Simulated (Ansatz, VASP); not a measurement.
# Al22Ga12N12O33 (amorphous Al2O3 against GaN(10-10), 12.1 A) in two plane-wave programs, part 2 of 2

Aim: how closely do two programs agree when they are given the same cell, functional and k mesh? The cell is taken from a series of runs on this material, whose earlier steps may have relaxed, scaled, displaced or heated it; both programs get it as it stands.

VASP 6.6.1 and Ansatz 0.2.0.

So far. Step 2 (VASP: single point, PBE): The run ends at a pressure of -0.74 GPa, with forces up to 0.056 eV/Å.

### 3. Ansatz: single point, PBE

Level of this step: Ansatz beside VASP: Kohn-Sham DFT, plane waves, PBE (Ansatz).

Ansatz runs on its default PAW (the set named soft_2) files.

The same cell, functional, mesh and smearing now go to Ansatz, which takes its cutoff from its data sets.

Input file input.yaml:

```yaml
crystal:
  lattice:
    - [10.46, 0.0, 0.0]
    - [0.0, 9.63, 0.0]
    - [0.0, 0.0, 17.53406]
  atoms:
    - { symbol: Ga, position: [0.99601, 0.01384, 0.25724] }
    - { symbol: "N", position: [0.07284, 0.00649, 0.03334] }
    - { symbol: Ga, position: [0.26478, 0.00777, 0.04037] }
    - { symbol: "N", position: [0.3164, 0.00227, 0.26353] }
    - { symbol: Ga, position: [0.00428, 0.17464, 0.09146] }
    - { symbol: "N", position: [0.06278, 0.17396, 0.20347] }
    - { symbol: Ga, position: [0.252, 0.16697, 0.20879] }
    - { symbol: "N", position: [0.30911, 0.17231, 0.0993] }
    - { symbol: Ga, position: [0.01549, 0.3481, 0.25515] }
    - { symbol: "N", position: [0.0593, 0.34157, 0.04659] }
    - { symbol: Ga, position: [0.23826, 0.34223, 0.053] }
    - { symbol: "N", position: [0.32129, 0.33537, 0.25545] }
    - { symbol: Ga, position: [0.9967, 0.50298, 0.09607] }
    - { symbol: "N", position: [0.06374, 0.51491, 0.20196] }
    - { symbol: Ga, position: [0.25278, 0.50367, 0.20832] }
    - { symbol: "N", position: [0.30933, 0.50878, 0.10275] }
    - { symbol: Ga, position: [0.99777, 0.68037, 0.25008] }
    - { symbol: "N", position: [0.05074, 0.67278, 0.04111] }
    - { symbol: Ga, position: [0.23814, 0.67299, 0.05288] }
    - { symbol: "N", position: [0.30463, 0.66893, 0.26691] }
    - { symbol: Ga, position: [0.00121, 0.84402, 0.09247] }
    - { symbol: "N", position: [0.05887, 0.84981, 0.20155] }
    - { symbol: Ga, position: [0.24805, 0.84007, 0.21189] }
    - { symbol: "N", position: [0.30535, 0.84142, 0.10306] }
    - { symbol: Ga, position: [0.50219, 0.0025, 0.25992] }
    - { symbol: "N", position: [0.55131, 0.00849, 0.05474] }
    - { symbol: Ga, position: [0.73459, 0.00729, 0.05158] }
    - { symbol: "N", position: [0.80961, 0.0016, 0.2604] }
    - { symbol: Ga, position: [0.49449, 0.17422, 0.1067] }
    - { symbol: "N", position: [0.56758, 0.17102, 0.21] }
    - { symbol: Ga, position: [0.75528, 0.16996, 0.20802] }
    - { symbol: "N", position: [0.81275, 0.16942, 0.09903] }
    - { symbol: Ga, position: [0.50699, 0.33101, 0.26751] }
    - { symbol: "N", position: [0.55226, 0.34084, 0.05521] }
    - { symbol: Ga, position: [0.74102, 0.34076, 0.0556] }
    - { symbol: "N", position: [0.82889, 0.33211, 0.26532] }
    - { symbol: Ga, position: [0.4955, 0.5035, 0.11326] }
    - { symbol: "N", position: [0.56434, 0.5012, 0.21856] }
    - { symbol: Ga, position: [0.75245, 0.49798, 0.21429] }
    - { symbol: "N", position: [0.80799, 0.49972, 0.11021] }
    - { symbol: Ga, position: [0.4917, 0.66876, 0.26637] }
    - { symbol: "N", position: [0.55564, 0.66987, 0.0637] }
    - { symbol: Ga, position: [0.74035, 0.66763, 0.06108] }
    - { symbol: "N", position: [0.81131, 0.67031, 0.26191] }
    - { symbol: Ga, position: [0.49208, 0.84055, 0.10724] }
    - { symbol: "N", position: [0.56018, 0.83205, 0.21258] }
    - { symbol: Ga, position: [0.74764, 0.83718, 0.2065] }
    - { symbol: "N", position: [0.81018, 0.84301, 0.09903] }
    - { symbol: Al, position: [0.08396, 0.77114, 0.71215] }
    - { symbol: Al, position: [0.63851, 0.90596, 0.59344] }
    - { symbol: Al, position: [0.00071, 0.49573, 0.64157] }
    - { symbol: Al, position: [0.20108, 0.41848, 0.87059] }
    - { symbol: Al, position: [0.82881, 0.63604, 0.77081] }
    - { symbol: Al, position: [0.06676, 0.16333, 0.43353] }
    - { symbol: Al, position: [0.79917, 0.18948, 0.89683] }
    - { symbol: Al, position: [0.74066, 0.50104, 0.89395] }
    - { symbol: Al, position: [0.5582, 0.1515, 0.41909] }
    - { symbol: Al, position: [0.98983, 0.83855, 0.40968] }
    - { symbol: Al, position: [0.94782, 0.28881, 0.76775] }
    - { symbol: Al, position: [0.06392, 0.44521, 0.45376] }
    - { symbol: Al, position: [0.22278, 0.62124, 0.36457] }
    - { symbol: Al, position: [0.75987, 0.98337, 0.36382] }
    - { symbol: Al, position: [0.43936, 0.27784, 0.80497] }
    - { symbol: Al, position: [0.49634, 0.55632, 0.43776] }
    - { symbol: Al, position: [0.96664, 0.64534, 0.93575] }
    - { symbol: Al, position: [0.17395, 0.72758, 0.53572] }
    - { symbol: Al, position: [0.91707, 0.99403, 0.68696] }
    - { symbol: Al, position: [0.85339, 0.91879, 0.83428] }
    - { symbol: Al, position: [0.54248, 0.60261, 0.6032] }
    - { symbol: Al, position: [0.31748, 0.99539, 0.83001] }
    - { symbol: Al, position: [0.27282, 0.48695, 0.62009] }
    - { symbol: Al, position: [0.60632, 0.06427, 0.74024] }
    - { symbol: Al, position: [0.2283, 0.72167, 0.875] }
    - { symbol: Al, position: [0.04375, 0.96892, 0.92989] }
    - { symbol: Al, position: [0.34836, 0.969, 0.65243] }
    - { symbol: Al, position: [0.78897, 0.4541, 0.51087] }
    - { symbol: Al, position: [0.75069, 0.6622, 0.3623] }
    - { symbol: Al, position: [0.79093, 0.3262, 0.3692] }
    - { symbol: Al, position: [0.28557, 0.03118, 0.37299] }
    - { symbol: Al, position: [0.1749, 0.21517, 0.71295] }
    - { symbol: Al, position: [0.2721, 0.32617, 0.36112] }
    - { symbol: Al, position: [0.35531, 0.60639, 0.75904] }
    - { symbol: Al, position: [0.56496, 0.3327, 0.56637] }
    - { symbol: Al, position: [0.57342, 0.80887, 0.83175] }
    - { symbol: Al, position: [0.12162, 0.9969, 0.5567] }
    - { symbol: Al, position: [0.49842, 0.67425, 0.96312] }
    - { symbol: Al, position: [0.70298, 0.37778, 0.72779] }
    - { symbol: Al, position: [0.41562, 0.83983, 0.49035] }
    - { symbol: Al, position: [0.53346, 0.01883, 0.94251] }
    - { symbol: Al, position: [0.82541, 0.1303, 0.52844] }
    - { symbol: Al, position: [0.31339, 0.21799, 0.52527] }
    - { symbol: Al, position: [0.483, 0.36296, 0.95711] }
    - { symbol: O, position: [0.16605, 0.17303, 0.35032] }
    - { symbol: O, position: [0.74463, 0.28862, 0.54892] }
    - { symbol: O, position: [0.43229, 0.71457, 0.822] }
    - { symbol: O, position: [0.79973, 0.50798, 0.41132] }
    - { symbol: O, position: [0.14973, 0.38104, 0.66165] }
    - { symbol: O, position: [0.57981, 0.65592, 0.36648] }
    - { symbol: O, position: [0.25358, 0.12304, 0.62213] }
    - { symbol: O, position: [0.06281, 0.84532, 0.49853] }
    - { symbol: O, position: [0.34661, 0.43809, 0.80431] }
    - { symbol: O, position: [0.17932, 0.90091, 0.87634] }
    - { symbol: O, position: [0.30701, 0.366, 0.94975] }
    - { symbol: O, position: [0.49878, 0.19059, 0.51553] }
    - { symbol: O, position: [0.77042, 0.02392, 0.75157] }
    - { symbol: O, position: [0.9394, 0.82747, 0.9134] }
    - { symbol: O, position: [0.8997, 0.5539, 0.8508] }
    - { symbol: O, position: [0.81596, 0.81683, 0.40385] }
    - { symbol: O, position: [0.51639, 0.9856, 0.81707] }
    - { symbol: O, position: [0.43844, 0.66087, 0.51573] }
    - { symbol: O, position: [0.79346, 0.27715, 0.8083] }
    - { symbol: O, position: [0.01141, 0.14867, 0.7104] }
    - { symbol: O, position: [0.93776, 0.08308, 0.87839] }
    - { symbol: O, position: [0.68811, 0.52447, 0.78821] }
    - { symbol: O, position: [0.94958, 0.64409, 0.69703] }
    - { symbol: O, position: [0.75287, 0.11925, 0.43428] }
    - { symbol: O, position: [0.09944, 0.32112, 0.80941] }
    - { symbol: O, position: [0.56878, 0.2454, 0.73885] }
    - { symbol: O, position: [0.39663, 0.59137, 0.66376] }
    - { symbol: O, position: [0.55927, 0.92246, 0.50639] }
    - { symbol: O, position: [0.94502, 0.30417, 0.42043] }
    - { symbol: O, position: [0.78929, 0.00347, 0.60134] }
    - { symbol: O, position: [0.99356, 0.11412, 0.5261] }
    - { symbol: O, position: [0.52301, 0.99135, 0.65912] }
    - { symbol: O, position: [0.77816, 0.34254, 0.94988] }
    - { symbol: O, position: [0.94987, 0.48955, 0.54044] }
    - { symbol: O, position: [0.2849, 0.91524, 0.73779] }
    - { symbol: O, position: [0.36435, 0.48799, 0.3892] }
    - { symbol: O, position: [0.98861, 0.00981, 0.37315] }
    - { symbol: O, position: [0.87612, 0.39134, 0.69169] }
    - { symbol: O, position: [0.35981, 0.02447, 0.93727] }
    - { symbol: O, position: [0.61477, 0.30886, 0.36602] }
    - { symbol: O, position: [0.56995, 0.82832, 0.93124] }
    - { symbol: O, position: [0.30609, 0.16821, 0.78245] }
    - { symbol: O, position: [0.32944, 0.69402, 0.95846] }
    - { symbol: O, position: [0.79967, 0.61991, 0.96667] }
    - { symbol: O, position: [0.32406, 0.85274, 0.40653] }
    - { symbol: O, position: [0.16975, 0.59907, 0.46539] }
    - { symbol: O, position: [0.58759, 0.00335, 0.35517] }
    - { symbol: O, position: [0.61357, 0.44198, 0.64502] }
    - { symbol: O, position: [0.96727, 0.87422, 0.7637] }
    - { symbol: O, position: [0.7359, 0.78264, 0.80923] }
    - { symbol: O, position: [0.61085, 0.4912, 0.50818] }
    - { symbol: O, position: [0.15043, 0.62353, 0.61684] }
    - { symbol: O, position: [0.18092, 0.31525, 0.47826] }
    - { symbol: O, position: [0.56301, 0.51689, 0.92383] }
    - { symbol: O, position: [0.29439, 0.8613, 0.57027] }
    - { symbol: O, position: [0.05815, 0.90756, 0.63869] }
    - { symbol: O, position: [0.1258, 0.44812, 0.35054] }
    - { symbol: O, position: [0.64828, 0.73485, 0.62401] }
    - { symbol: O, position: [0.22302, 0.06646, 0.47936] }
    - { symbol: O, position: [0.51803, 0.23118, 0.89151] }
    - { symbol: O, position: [0.37992, 0.37432, 0.57368] }
    - { symbol: O, position: [0.06709, 0.7203, 0.34863] }
    - { symbol: O, position: [0.39297, 0.18079, 0.38806] }
    - { symbol: O, position: [0.19687, 0.67224, 0.77299] }
    - { symbol: O, position: [0.129, 0.5768, 0.90358] }
    - { symbol: O, position: [0.71131, 0.05012, 0.93728] }
kpoints:
  mp_grid: { grid: [1, 1, 1] }
hamiltonian:
  xc: pbe
scf:
  occupations: { method: fermi_dirac, width: 0.025 }
output:
  forces: true
  stress: true
  populations: true
  dos:
    method: { smearing: { sigma: 0.08 } }
    de: 0.05
    projected:
      site_lists:
        layer_1: [1, 2, 4, 7, 9, 10, 12, 15, 17, 18, 20, 23, 25, 26, 28, 31, 33, 34, 36, 39, 41, 42, 44, 47]
        layer_2: [0, 3, 5, 6, 8, 11, 13, 14, 16, 19, 21, 22, 24, 27, 29, 30, 32, 35, 37, 38, 40, 43, 45, 46, 60, 61, 76, 80, 92, 138, 148, 153]
        layer_3: [53, 56, 57, 59, 63, 75, 77, 78, 87, 89, 90, 95, 97, 99, 103, 107, 109, 115, 119, 120, 122, 127, 128, 131, 136, 137, 142, 144, 150, 154]
        layer_4: [49, 50, 65, 66, 68, 70, 74, 82, 84, 93, 96, 98, 114, 118, 121, 123, 125, 129, 139, 143, 146, 147, 149, 152]
        layer_5: [48, 52, 58, 62, 67, 69, 71, 79, 81, 83, 86, 94, 100, 104, 106, 108, 110, 111, 113, 116, 117, 126, 133, 140, 141, 155]
        layer_6: [51, 54, 55, 64, 72, 73, 85, 88, 91, 101, 102, 105, 112, 124, 130, 132, 134, 135, 145, 151, 156, 157]
  eigenvalues: true
  write_density: true
  write_potential: true
  volumetric_format: npy
```

Command:

```bash
$ ansatz run input.yaml --threads 4 --pin off --max-ram 15872MiB --backend cpu --events-out ev --progress --plain --runs-dir out
```

Numbers of over 12 decimals in the logs are rounded to 6 here.

The program printed:

```text
Engine: ansatz 0.2.0, aarch64-unknown-linux-gnu
Pseudopotentials: kind: paw
Pseudopotential: Ga, paw, valence charge 13, recommended cutoff 420 eV (normal), Ga.paw.azcp
Pseudopotential: N, paw, valence charge 5, recommended cutoff 420 eV (normal), N.paw.azcp
Pseudopotential: Al, paw, valence charge 3, recommended cutoff 420 eV (normal), Al.paw.azcp
Pseudopotential: O, paw, valence charge 6, recommended cutoff 420 eV (normal), O.paw.azcp
Functional definition: PBE
  parameter kappa = 0.804
  parameter beta = 0.066725
  exchange = pbe_x(kappa = kappa, mu = beta*pi^2/3)
  correlation = pbe_c(beta = beta)
Crystal: 158 atoms, lattice volume = 1766.202 Å³
Basis set: ecut = 420 eV, 34557 PW (Γ), exchange–correlation on 144×144×240 points (8 copies of the dense FFT grid, shifted against one another)
Bands: 638, of which v1, the nominal top of the filled ones, is band 480 counted from 1 (479 counted from 0)
Symmetry: 1 space group operations
Space group: P1 (ITA 1), of the structure as read, at distance tolerance 1.2e-4 Å
k-points: 1
Non-local potential: Ga, projectors of the file, l = 0: 2, l = 1: 2, l = 2: 3, l = 3: 1
Non-local potential: N, projectors of the file, l = 0: 2, l = 1: 2, l = 2: 1
Non-local potential: Al, projectors of the file, l = 0: 2, l = 1: 2, l = 2: 1
Non-local potential: O, projectors of the file, l = 0: 2, l = 1: 2, l = 2: 1
PAW form: soft (Blöchl's): semilocal exchange-correlation on the pseudo side does not see the compensation charge
PAW one-centre angular grid: Ga, 590 points (default); XC on 64 Gauss nodes
PAW one-centre angular grid: N, 110 points (default); XC on 64 Gauss nodes
PAW one-centre angular grid: Al, 110 points (default); XC on 64 Gauss nodes
PAW one-centre angular grid: O, 110 points (default); XC on 64 Gauss nodes
Initial density: superposition of atomic densities (neutral atoms: chi_scale 0, normalization atom), corrected by the library's trained network
Initial wavefunctions: pseudopotential atomic-orbital guess
Functional: x = pbe(κ = 0.804, μ = 0.219515), c = pbe(β = 0.066725)
SCF iter   1: F=—  HF=-161266.424793 eV  |F-HF|=—  |Δ(HF+E_count)|=         —  Δρ=2.88e-3  dr2=2.20e-1  ethr=1.77e-3  ⟨swp⟩=6.0  Hψ=2766  notcnv=0  defer=38
preconditioner: auto → Resta (q_TF=auto, 2.465 Å⁻¹)  ε∞=4.0  [insulator: Δε(μ)=2.079 eV  Ē_g=15.882 eV  σ=0.025 eV  W_gap=1.00  n_scr=434 (ndim 8)  ℏωp=27.4 eV  f_vac=0.032  D(μ)=0.00/eV (n_scr^D=0)  ε∞_Penn≈4.0]
SCF iter   2: F=—  HF=-161266.402065 eV  |F-HF|=—  |Δ(HF+E_count)|=   2.27e-2  Δρ=1.53e-3  dr2=5.12e-2  ethr=2.29e-5  ⟨swp⟩=2.0  Hψ=1211  notcnv=0  defer=153
SCF iter   3: F=—  HF=-161266.401192 eV  |F-HF|=—  |Δ(HF+E_count)|=   8.73e-4  Δρ=6.48e-4  dr2=1.24e-2  ethr=5.33e-6  ⟨swp⟩=2.0  Hψ=881  notcnv=0  defer=153
SCF iter   4: F=—  HF=-161266.400353 eV  |F-HF|=—  |Δ(HF+E_count)|=   8.39e-4  Δρ=2.18e-4  dr2=9.69e-4  ethr=1.29e-6  ⟨swp⟩=2.0  Hψ=876  notcnv=0  defer=153
SCF iter   5: F=—  HF=-161266.400502 eV  |F-HF|=—  |Δ(HF+E_count)|=   1.49e-4  Δρ=1.32e-4  dr2=3.12e-4  ethr=1.01e-7  ⟨swp⟩=2.0  Hψ=931  notcnv=0  defer=153
SCF iter   6: F=—  HF=-161266.400516 eV  |F-HF|=—  |Δ(HF+E_count)|=   1.38e-5  Δρ=3.17e-5  dr2=2.27e-5  ethr=3.25e-8  ⟨swp⟩=2.0  Hψ=907  notcnv=0  defer=153
SCF iter   7: F=—  HF=-161266.401394 eV  |F-HF|=—  |Δ(HF+E_count)|=   8.79e-4  Δρ=1.97e-5  dr2=6.99e-6  ethr=2.36e-9  ⟨swp⟩=2.0  Hψ=1118  notcnv=0  defer=153
SCF iter   8: F=—  HF=-161266.401397 eV  |F-HF|=—  |Δ(HF+E_count)|=   2.03e-6  Δρ=6.75e-6  dr2=9.39e-7  ethr=7.28e-10  ⟨swp⟩=2.0  Hψ=931  notcnv=0  defer=153
SCF iter   9: F=—  HF=-161266.401397 eV  |F-HF|=—  |Δ(HF+E_count)|=   6.36e-7  Δρ=3.54e-6  dr2=2.27e-7  ethr=9.78e-11  ⟨swp⟩=2.0  Hψ=965  notcnv=0  defer=153
SCF iter  10: F=-161266.401397 eV  HF=-161266.401397 eV  |F-HF|=7.45e-9  |Δ(HF+E_count)|=   4.42e-8  Δρ=1.54e-6  dr2=4.43e-8  ethr=1.04e-11  ⟨swp⟩=18.0  Hψ=5302  notcnv=0
SCF 1 converged in 10 iterations: F = -161266.401397 eV  dr2 = 4.43e-8
  greatest PAW one-centre occupation: 0.996 electrons in one spin orbital (limit 2), on the Ga atom at site 32 (counted from 0), in its partial waves of l = 2
SCF converged after 10 iterations
Free energy (F): -161266.401397 eV
Harris-Foulkes:  -161266.401397 eV  (|F-HF|=7.45e-9)
Internal energy: -161266.401397 eV  (E = F + TS)
E sigma→0 (E₀):  -161266.401397 eV
Fermi energy:    8.193576 eV
--- Per-component energies (eV) ---
  E_band       = -1400.114911
  E_kinetic    = 18758.347974
  E_local      = -124753.086346  (includes V_loc(G=0)·N_el)
  E_nonlocal   = 14973.606481
  E_hartree    = 56744.440012
  E_xc         = -9768.967406
  E_vxc        = -10787.164710  (∫ρ·V_xc dr)
  E_paw        = -81934.197940  (= ΣΔE_a)
  E_vpaw       = -13080.853792  (= ΣTr[D̂ρ^β])
  E_aug_tail   = 0.165894  (compensation charges beyond the density's cutoff)
  E_ewald      = -35286.710068
  E_smearing   = -0.000000  (= −TS)
  E_closure    = 0.000000  (closes the sum)
[...]
--- Löwdin populations: 158 sites ---
  site symbol       q [e]
     0     Ga     12.1603
     1      N      5.8169
     2     Ga     12.1526
     3      N      5.7885
     4     Ga     12.2349
     5      N      5.7138
     6     Ga     12.2179
     7      N      5.7405
     8     Ga     12.1408
     9      N      5.7790
    10     Ga     12.1860
    11      N      5.8028
    12     Ga     12.2456
    13      N      5.7341
    14     Ga     12.2397
    15      N      5.7429
    16     Ga     12.1604
    17      N      5.7726
    18     Ga     12.1629
    19      N      5.7737
    20     Ga     12.2283
    21      N      5.7311
    22     Ga     12.2241
    23      N      5.7380
[...]
150      O      6.7955
   151      O      6.8269
   152      O      6.8195
   153      O      6.7700
   154      O      6.8111
   155      O      6.8176
   156      O      6.8201
   157      O      6.7607
  spilling = 0.005576 (of n_electrons = 960.000000)
```

The column dr2 measures how far the density is from self-consistency, as an energy; F and HF (Harris–Foulkes) agree once it is small.

### 4. Comparison

Known differences besides the potentials themselves: the cutoff is 420 eV in Ansatz and 600 eV in VASP (PREC = Accurate, projectors in real space). Total energies have different zeros and are not compared.

Compared:

```
              quantity  Ansatz   VASP  difference
        pressure (GPa)   -0.51  -0.74       +0.23
gap on the k mesh (eV)   1.907  1.890      +0.017
```

At this near-relaxed geometry the largest component of a force difference is 40 meV/Å. A gap on the mesh is an upper bound, since the band edges may lie between its points.

### 5. What came out

- difference in gap on the k mesh (single point, PBE): 0.017 eV
- r.m.s. force difference (single point, PBE): 12 meV/Å

In words: The r.m.s. force difference is 12 meV/Å (single point, PBE), at about the 12 meV/Å picked in this series as the mark of a large difference. How closely two codes agree says nothing of how well the functional describes the real material.

[Lines on the potential files, build, host, timing and source positions are cut from VASP's logs without a mark.]

[Logs are printed without paths, hosts, clocks, repeated set-up lines and the standing remarks that a program may print on its own settings, such as how far it seeks lower states.]

[Hosts, paths, dates, database ids (printed as entryN), source tags and the programs' standing remarks are cut or masked in the printed files.]
